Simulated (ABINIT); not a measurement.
A run of ABINIT 10.8.3 (patched build):

run.abi

```
# Pseudopotentials
pp_dirpath "./"
pseudos "N.upf, B.upf"

# Structure
acell 4.826246386 4.8262463861 7.9875983185
rprim
     1.0000000000     0.0000000000     0.0000000000
    -0.5000000000     0.8660254038     0.0000000000
     0.0000000000     0.0000000000     1.0000000000
ntypat 2
znucl 7 5
natom 4
typat 1 1 2 2
xred
     0.3333333333     0.6666666667     0.1252760000
     0.6666666667     0.3333333333     0.6252760000
     0.3333333333     0.6666666667     0.4997240000
     0.6666666667     0.3333333333     0.9997240000

# Plane-wave basis
ecut 36.0

# k points
kptopt 1
ngkpt 9 9 4
nshiftk 1
shiftk 0.0 0.0 0.0

# Exchange and correlation
ixc 7

# Bands and occupations
nband 12
occopt 3
tsmear 0.00183747

# SCF cycle
nstep 100
tolvrs 1.0e-10

# Output
iomode 3
prtwf 0
prtden 0
prteig 0
prtebands 0
enunit 1
```

Potentials or basis: PseudoDojo NC SR LDA v0.4 stringent.

Run with:

```bash
$ abinit run.abi > log 2>&1
```

Hardware: 1 thread of Intel(R) Xeon(R) Processor @ 2.70GHz, with other jobs on the host.

Question: How long does it take, and how much memory?

Answer: Run time: 23 s on 1 thread of Intel(R) Xeon(R) Processor @ 2.70GHz, with other jobs on the host, peak memory 0.07 GiB. Counts: scf iterations 9, mpi ranks 1, k points 36, bands 12, plane waves 1702.
